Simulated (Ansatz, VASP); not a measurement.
This is a calculation of PbS for Ansatz 0.2.0.

The input input.yaml:

```yaml
crystal:
  lattice:
    - [3.653659, 0.0, 0.0]
    - [0.0, 3.653659, 0.0]
    - [0.0, 0.0, 3.653659]
  atoms:
    - { symbol: Pb, position: [0.0, 0.0, 0.0] }
    - { symbol: S, position: [0.5, 0.5, 0.5] }
hamiltonian:
  xc: revpbe
  pseudopotentials: { kind: paw }
  dispersion: d3bj
kpoints:
  mp_grid: { grid: [7, 7, 7] }
scf:
  occupations: { method: fermi_dirac, width: 0.05 }
output:
  forces: true
  stress: true
  eigenvalues: true
relax:
  f_tol: 0.01
  max_steps: 40
  cell: { stress_tol: 0.05 }
```

Potentials or basis: Ansatz PAW.

Run with:

```console
$ ansatz run input.yaml --threads 2 --pin off --max-ram 5632MiB --backend cpu --events-out ev --progress --plain --runs-dir out
```

Q: Translate it to VASP 6.6.1. Potentials there: VASP PAW PBE potentials, release 64 (Pb_d, S).

A: As run (the cutoff follows the program's own potentials):

File INCAR:

```
PREC = Accurate ; ENCUT = 600
EDIFF = 1E-6 ; ISMEAR = -1
SIGMA = 0.05 ; LREAL = F
LASPH = T ; NELM = 80
ALGO = Normal ; ISIF = 3
LWAVE = F ; LCHARG = F
GGA = RE ; IVDW = 12
IBRION = 2 ; NSW = 60
EDIFFG = -0.01
```

KPOINTS

```
Automatic mesh
0
Gamma
  7 7 7
```

File POSCAR:

```
PbS
1.0
    3.6536590000      0.0000000000      0.0000000000
    0.0000000000      3.6536590000      0.0000000000
    0.0000000000      0.0000000000      3.6536590000
Pb S
1 1
Direct
    0.0000000000      0.0000000000      0.0000000000
    0.5000000000      0.5000000000      0.5000000000
```

Potentials or basis: VASP PAW PBE potentials, release 64 (Pb_d, S).

Run with:

```console
$ cat potpaw_PBE.64/Pb_d/POTCAR potpaw_PBE.64/S/POTCAR > POTCAR
$ mpirun -np 1 vasp_std > vasp.out
```

Both were run:

|  | VASP | Ansatz | Ansatz less VASP |
| --- | --- | --- | --- |
| gap on the k mesh at the Fermi level, each at its own relaxed structure (eV) | none | none | - |
| relaxed volume (Å³/atom) | 22.99 | 23.01 | +0.020 |
| relaxed cell length with the largest relative difference (Å) | 3.582 | 3.583 | +0.0011 |
| energy change over the relaxation (meV/atom) | -13 | -13 | +0.2 |

A gap of «none» marks a metal or a gap that the smearing closes.

Caveats: pairwise dispersion overbinds metals, which lowers pressure and volume; the PAW data sets were made with another functional, which shifts forces and pressure a little (VASP); the plane-wave basis is chosen anew once the cell has moved, so the energies of steps on either side of that aren't comparable (Ansatz); the PAW data sets come from PBE, with cores solved anew for the run's functional, which leaves a small shift of forces and pressure (Ansatz). Spin-orbit coupling is left out, which matters for the levels of Pb.
